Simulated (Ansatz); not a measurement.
Structure: rutile PtS2, at its r2SCAN minimum. The symmetry is P4_2/mnm (No. 136, tetragonal); conventional cell a = 5.423 Å, c = 3.788 Å, 18.57 Å³ an atom. Around Pt lie 6 S at 2.37–2.39 Å; around S lie 3 Pt at 2.37–2.39 Å.

```cif
data_structure
_symmetry_space_group_name_H-M 'P 1'
_symmetry_Int_Tables_number 1
_cell_length_a 5.4234
_cell_length_b 5.4234
_cell_length_c 3.7882
_cell_angle_alpha 90.000
_cell_angle_beta 90.000
_cell_angle_gamma 90.000
_cell_volume 111.42
loop_
_atom_site_label
_atom_site_type_symbol
_atom_site_fract_x
_atom_site_fract_y
_atom_site_fract_z
_atom_site_occupancy
Pt1 Pt 0.00000 0.00000 0.00000 1
Pt2 Pt 0.50000 0.50000 0.50000 1
S1 S 0.30931 0.30931 0.00000 1
S2 S 0.19069 0.80931 0.50000 1
S3 S 0.80931 0.19069 0.50000 1
S4 S 0.69069 0.69069 0.00000 1
```

The questions ask for values computed with the plane-wave code Ansatz on this geometry. Simulation only: non-magnetic, and no claim that this is the phase found in nature.

Given (6×6×6 mesh): PBE gives no gap: the lowest nominally empty band dips 0.52 eV below the top of the last filled one (its bottom at Γ–Z (0.40 of the way from Γ), the top at X–M (0.90 of the way from X)), so the cell is a metal or semimetal at this level.

Question: What does PBE+SOC give for the gap (6×6×6 mesh)?

Answer: With PBE+SOC the bands overlap by 0.27 eV (counted from 1, band 60 peaks at M–Γ (0.33 of the way from M) and band 61 bottoms out at X–R (0.67 of the way from X)): no gap.

Question: What does r2SCAN give for the gap (6×6×6 mesh)?

Answer: With r2SCAN the bands overlap by 0.54 eV (counted from 1, band 30 peaks at M and band 31 bottoms out at Γ–Z (0.40 of the way from Γ)): no gap.

Question: What do these levels agree on?

Answer: No level opens a gap, but no hybrid is among them, and semilocal functionals can close a real gap.

Only the levels marked +SOC include spin-orbit coupling.

Where an edge lies off the special points, it is a point of the mesh or the k point where a search put PBE's edge or least direct gap, reused for the other functionals, whose own edges may lie a little apart.
